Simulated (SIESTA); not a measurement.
## InP: changing spin-orbit coupling

Symmetry: F-43m, No. 216, cubic system. The conventional cell has a = 5.861 Å, b = 5.861 Å, c = 5.861 Å, α = 90.00°, β = 90.00°, γ = 90.00°. In (site symmetry -43m) is surrounded by 4 P at 2.54 Å. P (site symmetry -43m) is surrounded by 4 In at 2.54 Å.

Kept alike: task band structure; functional PBE; k mesh 8 × 8 × 8; occupations fermi-dirac, width 0.05 eV. Program: SIESTA, potentials by row: files PseudoDojo sr-pbe-0.4.1-standard, DZP (energy shift 0.003 Ry; two zetas on semicore shells) (off); files PseudoDojo fr-pbe-0.4-standard, DZP (energy shift 0.003 Ry; two zetas on semicore shells) (on). The mesh is that of the run's cell of 2 atoms.

| spin-orbit coupling | band gap (eV) |
| --- | --- |
| off | 0.860 |
| on | 0.832 |

Gaps are the smaller of the mesh's and the band path's.

Task: What does spin-orbit coupling change here?

Result: The band gap runs from 0.832 (on) to 0.860 eV (off). Spin-orbit coupling splits p and d bands at the edges, and the more so the heavier the atoms. Measured: 1.42 eV (arxiv:cond-mat/0006134); nearest off, 0.560 eV off. Semilocal gaps fall short of quasiparticle gaps.
